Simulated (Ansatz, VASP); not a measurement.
Ba: VASP beside Ansatz

```xyz
1
Lattice="-2.5395 2.5395 2.5395 2.5395 -2.5395 2.5395 2.5395 2.5395 -2.5395" Properties=species:S:1:pos:R:3 pbc="T T T"
Ba    0.0000    0.0000    0.0000
```

Change from the starting cell: volume scaled by 1.04.

Alike in both runs: task single point; functional LDA; k mesh 8 × 8 × 8; occupations fermi-dirac, width 0.05 eV; no spin polarisation.

|  | VASP | Ansatz |
| --- | --- | --- |
| version | VASP 6.6.1 | Ansatz 0.2.0 |
| potentials or method | VASP PAW LDA potentials, release 64 (Ba_sv), cutoff 520 eV | all-electron LAPW, scalar-relativistic |

Ansatz gave:

| Item | Value |
| --- | --- |
| gap on the k mesh at the Fermi level (eV) | none |
| pressure (GPa) | -1.6 |

Problem. Which values does VASP return?

Solution. gap on the k mesh at the Fermi level (eV): none; pressure (GPa): -1.5.

A gap of «none» marks a metal or a gap that the smearing closes. Ansatz ran all-electron here, so the differences hold the error of VASP's frozen core and of both bases.

The runs have no spin-orbit coupling, so splittings on Ba are missing.
